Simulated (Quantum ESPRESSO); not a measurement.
# HfO2 (Fm-3m): modes at Γ and the response to a field, part 2 of 4

Aim: the zone-centre modes of HfO2 (Fm-3m).

Quantum ESPRESSO 7.5; DFT PBEsol, scalar-relativistic, plane waves, PseudoDojo norm-conserving pseudopotentials.

So far. Step 2 (A probe with smearing): A gap of 3.6 eV opens on this mesh, so the crystal is taken as an insulator; the start stands at -13 GPa. Step 4 (Self-consistent run for the response): The cell stands at -0.001 GPa, close enough for phonons. The relaxed cell has a = 5.022 Å (conventional setting).

## Step 5: Zone-centre response

At q = 0 one unit cell holds all displacements; symmetry groups them into irreducible representations that are solved one by one. The response to a field gives ε∞ and the Born charges, which polar modes need.

Input file ph.in:

```
phonons
&inputph
   prefix = 'x'
   outdir = './tmp'
   fildyn = 'g.dyn'
   tr2_ph = 1.0d-18
   epsil = .true.
/
0.000000000000 0.000000000000 0.000000000000
```

Command:

```bash
$ OMP_NUM_THREADS=1 mpirun -n 4 ph.x -nk 4 -in ph.in > ph.out
```

Log:

```text
[banners, grids, parts of the stress and lines that vanish by symmetry left out]
[banner, memory and clock lines left out]
Program PHONON v.7.5

     ./tmp/x.save/

     IMPORTANT: XC functional enforced from input :
     Exchange-correlation= PBESOL
                           (   1   4  10   8   0   0   0)
     Any further DFT definition will be discarded
     Please, verify this is what you really want

     G-vector sticks info

     Reading collected, re-writing distributed wavefunctions in ./tmp/

     Number and degeneracy of irreps per q-point
       N         xq(1)         xq(2)         xq(3)   N irreps
       1   0.000000000   0.000000000   0.000000000       3
        3   3   3

     Calculation of q =    0.0000000   0.0000000   0.0000000

     phonons

     bravais-lattice index     =            2
     lattice parameter (alat)  =       9.4896  a.u.
     unit-cell volume          =     213.6436 (a.u.)^3
     number of atoms/cell      =            3
     number of atomic types    =            2
     kinetic-energy cut-off    =      92.0000  Ry
     charge density cut-off    =     368.0000  Ry
     convergence threshold     =      1.0E-18
     beta                      =       0.7000
     number of iterations used =            4
     Exchange-correlation= PBESOL
                           (   1   4  10   8   0   0   0)

     celldm(1)=    9.48965  celldm(2)=    0.00000  celldm(3)=    0.00000
     celldm(4)=    0.00000  celldm(5)=    0.00000  celldm(6)=    0.00000

     crystal axes: (cart. coord. in units of alat)
               a(1) = ( -0.5000  0.0000  0.5000 )
               a(2) = (  0.0000  0.5000  0.5000 )
               a(3) = ( -0.5000  0.5000  0.0000 )

     reciprocal axes: (cart. coord. in units 2 pi/alat)
               b(1) = ( -1.0000 -1.0000  1.0000 )
               b(2) = (  1.0000  1.0000  1.0000 )
               b(3) = ( -1.0000  1.0000 -1.0000 )

     Atoms inside the unit cell:

     Cartesian axes

     site n.  atom      mass           positions (alat units)
        1  Hf    178.4900   tau(    1) = (    0.00000    0.00000    0.00000  )
        2  O      15.9990   tau(    2) = (   -0.75000    0.75000    0.75000  )
        3  O      15.9990   tau(    3) = (   -0.25000    0.25000    0.25000  )

     Computing dynamical matrix for
                    q = (   0.0000000   0.0000000   0.0000000 )

     49 Sym.Ops. (with q -> -q+G )

     G cutoff =  839.4368  (  25509 G-vectors)     FFT grid: ( 45, 45, 45)
     number of k points=    29
                       cart. coord. in units 2pi/alat
        k(    1) = (   0.0000000   0.0000000   0.0000000), wk =   0.0039062
        k(    2) = (  -0.1250000   0.1250000  -0.1250000), wk =   0.0312500
        k(    3) = (  -0.2500000   0.2500000  -0.2500000), wk =   0.0312500
        [... further k-points left out ...]

     PseudoPot. # 1 for Hf read from file:
     ./pseudo/Hf.upf
     Pseudo is Norm-conserving + core correction, Zval = 12.0
     Using radial grid of 1656 points,  8 beta functions with:
                l(1) =   0
                l(2) =   0
                l(3) =   1
                l(4) =   1
                l(5) =   2
                l(6) =   2
                l(7) =   3
                l(8) =   3

     PseudoPot. # 2 for O  read from file:
     ./pseudo/O.upf
     Pseudo is Norm-conserving + core correction, Zval =  6.0
     Using radial grid of  936 points,  5 beta functions with:
                l(1) =   0
                l(2) =   0
                l(3) =   1
                l(4) =   1
                l(5) =   2

     Mode symmetry, O_h (m-3m)  point group:

     Electric field:
     Dielectric constant
     Born effective charges as d Force / d E

     Atomic displacements:
     There are    3 irreducible representations

     Representation     1      3 modes -  To be done

     Representation     2      3 modes -  To be done

     Representation     3      3 modes -  To be done

     Alpha used in Ewald sum =   2.8000

     Electric Fields Calculation

      iter #   1   av.it.:   7.3
      thresh= 1.000E-02 alpha_mix =  0.700 |ddv_scf|^2 =  9.500E-09

      iter #   2   av.it.:  14.7
      thresh= 9.747E-06 alpha_mix =  0.700 |ddv_scf|^2 =  3.034E-10

      iter #   3   av.it.:  14.6
      thresh= 1.742E-06 alpha_mix =  0.700 |ddv_scf|^2 =  2.476E-11

      iter #   4   av.it.:  14.5
      thresh= 4.976E-07 alpha_mix =  0.700 |ddv_scf|^2 =  1.067E-12

      iter #   5   av.it.:  14.0
      thresh= 1.033E-07 alpha_mix =  0.700 |ddv_scf|^2 =  2.402E-14

      iter #   6   av.it.:  14.7
      thresh= 1.550E-08 alpha_mix =  0.700 |ddv_scf|^2 =  5.559E-17

      iter #   7   av.it.:  14.2
      thresh= 7.456E-10 alpha_mix =  0.700 |ddv_scf|^2 =  4.892E-18

      iter #   8   av.it.:  14.1
      thresh= 2.212E-10 alpha_mix =  0.700 |ddv_scf|^2 =  2.792E-20

     End of electric fields calculation

          Dielectric constant in cartesian axis

          (       5.229116865      -0.000000000      -0.000000000 )
          (      -0.000000000       5.229116865      -0.000000000 )
          (       0.000000000       0.000000000       5.229116865 )

          Effective charges (d Force / dE) in cartesian axis without acoustic sum rule applied (asr)

           atom    1  Hf    Mean Z*:        5.51916
      Ex  (        5.51916        0.00000        0.00000 )
      Ey  (        0.00000        5.51916       -0.00000 )
      Ez  (        0.00000        0.00000        5.51916 )
           atom    2  O     Mean Z*:       -2.75933
      Ex  (       -2.75933        0.00000        0.00000 )
      Ey  (        0.00000       -2.75933        0.00000 )
      Ez  (        0.00000        0.00000       -2.75933 )
           atom    3  O     Mean Z*:       -2.75933
      Ex  (       -2.75933        0.00000        0.00000 )
      Ey  (        0.00000       -2.75933        0.00000 )
      Ez  (        0.00000        0.00000       -2.75933 )

          Effective charges Sum: Mean:        0.00051
              0.00051        0.00000        0.00000
              0.00000        0.00051        0.00000
              0.00000        0.00000        0.00051

          Effective charges (d Force / dE) in cartesian axis with asr applied:
           atom    1  Hf    Mean Z*:        5.51899
      E*x (        5.51899        0.00000        0.00000 )
      E*y (        0.00000        5.51899       -0.00000 )
      E*z (        0.00000       -0.00000        5.51899 )
           atom    2  O     Mean Z*:       -2.75950
      E*x (       -2.75950       -0.00000       -0.00000 )
      E*y (       -0.00000       -2.75950        0.00000 )
      E*z (       -0.00000       -0.00000       -2.75950 )
           atom    3  O     Mean Z*:       -2.75950
      E*x (       -2.75950        0.00000        0.00000 )
      E*y (        0.00000       -2.75950        0.00000 )
      E*z (       -0.00000        0.00000       -2.75950 )

     Representation #   1 modes #   1   2   3

     Self-consistent Calculation

      iter #   1   av.it.:   8.5
      thresh= 1.000E-02 alpha_mix =  0.700 |ddv_scf|^2 =  7.525E-07

      iter #   2   av.it.:  15.0
      thresh= 8.675E-05 alpha_mix =  0.700 |ddv_scf|^2 =  2.219E-08

      iter #   3   av.it.:  14.9
      thresh= 1.489E-05 alpha_mix =  0.700 |ddv_scf|^2 =  4.603E-11

      iter #   4   av.it.:  15.0
      thresh= 6.784E-07 alpha_mix =  0.700 |ddv_scf|^2 =  3.398E-13

      iter #   5   av.it.:  14.9
      thresh= 5.829E-08 alpha_mix =  0.700 |ddv_scf|^2 =  2.116E-15

      iter #   6   av.it.:  15.0
      thresh= 4.600E-09 alpha_mix =  0.700 |ddv_scf|^2 =  3.777E-17

[...]
End of self-consistent calculation

     Convergence has been achieved

     Representation #   2 modes #   4   5   6

     Self-consistent Calculation

[...]
End of self-consistent calculation

     Convergence has been achieved

     Representation #   3 modes #   7   8   9

     Self-consistent Calculation

[...]
iter #   2   av.it.:  14.9
      thresh= 8.520E-05 alpha_mix =  0.700 |ddv_scf|^2 =  3.407E-08

      iter #   3   av.it.:  14.9
      thresh= 1.846E-05 alpha_mix =  0.700 |ddv_scf|^2 =  3.178E-10

      iter #   4   av.it.:  14.6
      thresh= 1.783E-06 alpha_mix =  0.700 |ddv_scf|^2 =  1.682E-12

      iter #   5   av.it.:  14.2
      thresh= 1.297E-07 alpha_mix =  0.700 |ddv_scf|^2 =  4.522E-14

      iter #   6   av.it.:  14.5
      thresh= 2.126E-08 alpha_mix =  0.700 |ddv_scf|^2 =  4.566E-16

      iter #   7   av.it.:  14.7
      thresh= 2.137E-09 alpha_mix =  0.700 |ddv_scf|^2 =  1.906E-17

      iter #   8   av.it.:  14.8
      thresh= 4.366E-10 alpha_mix =  0.700 |ddv_scf|^2 =  1.724E-19

     End of self-consistent calculation

     Convergence has been achieved

     Number of q in the star =    1
     List of q in the star:
          1   0.000000000   0.000000000   0.000000000

          Dielectric constant in cartesian axis

          (       5.229116865      -0.000000000      -0.000000000 )
          (      -0.000000000       5.229116865      -0.000000000 )
          (       0.000000000       0.000000000       5.229116865 )

          Effective charges (d Force / dE) in cartesian axis without acoustic sum rule applied (asr)

           atom    1  Hf    Mean Z*:        5.51916
      Ex  (        5.51916        0.00000        0.00000 )
      Ey  (        0.00000        5.51916       -0.00000 )
      Ez  (        0.00000        0.00000        5.51916 )
           atom    2  O     Mean Z*:       -2.75933
      Ex  (       -2.75933        0.00000        0.00000 )
      Ey  (        0.00000       -2.75933        0.00000 )
      Ez  (        0.00000        0.00000       -2.75933 )
           atom    3  O     Mean Z*:       -2.75933
      Ex  (       -2.75933        0.00000        0.00000 )
      Ey  (        0.00000       -2.75933        0.00000 )
      Ez  (        0.00000        0.00000       -2.75933 )

          Effective charges Sum: Mean:        0.00051
              0.00051        0.00000        0.00000
              0.00000        0.00051        0.00000
              0.00000        0.00000        0.00051

          Effective charges (d Force / dE) in cartesian axis with asr applied:
           atom    1  Hf    Mean Z*:        5.51899
      E*x (        5.51899        0.00000        0.00000 )
      E*y (        0.00000        5.51899       -0.00000 )
      E*z (        0.00000       -0.00000        5.51899 )
           atom    2  O     Mean Z*:       -2.75950
      E*x (       -2.75950       -0.00000       -0.00000 )
      E*y (       -0.00000       -2.75950        0.00000 )
      E*z (       -0.00000       -0.00000       -2.75950 )
           atom    3  O     Mean Z*:       -2.75950
      E*x (       -2.75950        0.00000        0.00000 )
      E*y (        0.00000       -2.75950        0.00000 )
      E*z (       -0.00000        0.00000       -2.75950 )

     Diagonalizing the dynamical matrix

     q = (    0.000000000   0.000000000   0.000000000 )

 **************************************************************************
     freq (    1) =      -0.054547 [THz] =      -1.819478 [cm-1]
     freq (    2) =      -0.054547 [THz] =      -1.819478 [cm-1]
     freq (    3) =      -0.054547 [THz] =      -1.819478 [cm-1]
     freq (    4) =       7.103392 [THz] =     236.943642 [cm-1]
     freq (    5) =       7.103392 [THz] =     236.943642 [cm-1]
     freq (    6) =       7.103392 [THz] =     236.943642 [cm-1]
     freq (    7) =      17.560184 [THz] =     585.744693 [cm-1]
     freq (    8) =      17.560184 [THz] =     585.744693 [cm-1]
     freq (    9) =      17.560184 [THz] =     585.744693 [cm-1]
 **************************************************************************

     Mode symmetry, O_h (m-3m)  point group:

     freq (   1-   3) =         -1.8  [cm-1]   --> T_1u G_15  G_4- I
     freq (   4-   6) =        236.9  [cm-1]   --> T_1u G_15  G_4- I
     freq (   7-   9) =        585.7  [cm-1]   --> T_2g G_25' G_5+ R
```

Elapsed: 5 min, on 4 MPI ranks of Arm Neoverse V1, shared host.

This step gave:

```yaml
miss_of_the_charge_sum_rule: 5.00e-4 e
largest_acoustic_frequency_at_the_zone_centre_before_the_sum_rule: -1.82 cm⁻¹
highest_optical_zone_centre_mode_no_lo_to_term: 585.7 cm⁻¹
lowest_optical_zone_centre_mode: 236.9 cm⁻¹
mean_high_frequency_dielectric_constant: 5.229
largest_born_charge_in_size_third_of_the_trace: 5.519 e
```

Born charge (rows field, columns displacement), before the sum rule (e), principal values of the symmetric part by kind of site:

```
atom  atoms with these values    low  middle   high   mean
 Hf1                        1   5.52    5.52   5.52   5.52
  O2                        2  -2.76   -2.76  -2.76  -2.76
```

In full for Hf1:

```
5.52 0.00 0.00
0.00 5.52 0.00
0.00 0.00 5.52
```

High-frequency dielectric tensor:

```
5.23 0.00 0.00
0.00 5.23 0.00
0.00 0.00 5.23
```

The acoustic modes at Γ come out as far as 1.8 cm⁻¹ from zero, where they should vanish, a small numerical error; the Born charges miss their sum rule by 5.0e-4 e, which is good.

## Step 6: Modes with the sum rule

A rigid shift of the crystal must cost nothing, but grids and finite bases break this; the acoustic sum rule is imposed before the matrix is diagonalised again. With Born charges the intensities follow, and the static dielectric tensor.

Input file dynmat.in:

```
&input
   fildyn = 'g.dyn'
   asr = 'simple'
   fileig = 'dynmat.eig'
   lperm = .true.
/
```

Command:

```bash
$ dynmat.x -in dynmat.in > dynmat.out
```

Log:

```text
[banner, memory and clock lines left out]
Program DYNMAT v.7.5

     Reading Dynamical Matrix from file g.dyn
     ...Force constants read
     ...epsilon and Z* read
     A direction for q was not specified:TO-LO splitting will be absent

     Polarizability (A^3 units)
     multiply by 0.414988 for Clausius-Mossotti correction
        10.654502   -0.000000    0.000000
        -0.000000   10.654502    0.000000
        -0.000000   -0.000000   10.654502

     IR activities are in (D/A)^2/amu units

# mode   [cm-1]    [THz]      IR
    1     -0.00   -0.0000    0.0000
    2     -0.00   -0.0000    0.0000
    3      0.00    0.0000    0.0000
    4    236.94    7.1033   25.8987
    5    236.94    7.1033   25.8987
    6    236.94    7.1033   25.8987
    7    585.74   17.5601    0.0000
    8    585.74   17.5601    0.0000
    9    585.74   17.5601    0.0000

Electronic dielectric permittivity tensor (relative, adimensional)
         5.229117   -0.000000    0.000000
        -0.000000    5.229117    0.000000
        -0.000000   -0.000000    5.229117

 ... with zone-center polar mode contributions
        36.307249   -0.000000   -0.000000
         0.000000   36.307249    0.000000
        -0.000000    0.000000   36.307249

[end of the log left out, with the tail of the file of modes that dynmat.x writes under the same name]
```

It took 0.45 s on 1 thread.

This step gave:

```
mean static dielectric constant : 36.31
```

Unit eigenvectors of the mass-weighted matrix after the sum rule; no LO-TO term. The modes at Γ (shares of kinetic energy by element, %):

```
mode  frequency (cm⁻¹)  symmetry  Hf %  O %
   1               0.0  acoustic    85   15
   2               0.0  acoustic    85   15
   3               0.0  acoustic    85   15
   4             236.9       T1u    15   85
   5             236.9       T1u    15   85
   6             236.9       T1u    15   85
   7             585.7       T2g     0  100
   8             585.7       T2g     0  100
   9             585.7       T2g     0  100
```

Displacements in mode 4 (236.9 cm⁻¹), the largest set to 1:
```
Hf1  0.04 -0.15 -0.18
O2  -0.24  0.82  1.00
O3  -0.24  0.82  1.00
```

Displacements in mode 8 (585.7 cm⁻¹), the largest set to 1:
```
Hf1  0.00  0.00  0.00
O2   0.00  0.00  1.00
O3   0.00  0.00 -1.00
```

Degenerate modes summed, no LO-TO term. Lines of the infrared spectrum (strongest = 100):

```csv
position (cm⁻¹),lines merged,label,"IR intensity, relative"
237,3,T1u,100
586,3,T2g,0.0
```

Static dielectric tensor (ions relaxed, fixed cell):

```
36.31  0.00  0.00
 0.00 36.31  0.00
 0.00  0.00 36.31
```

The rule moves no optical mode by more than 0.1 cm⁻¹.

(Continued in part 3 of 4.)

[Host names and launcher messages were left out of these logs when they were recorded.]

[Logs are printed without paths, hosts, clocks, repeated set-up lines and the standing remarks that a program may print on its own settings, such as how far it seeks lower states.]

[Hosts, paths, dates, database ids (printed as entryN), source tags and the programs' standing remarks are cut or masked in the printed files.]
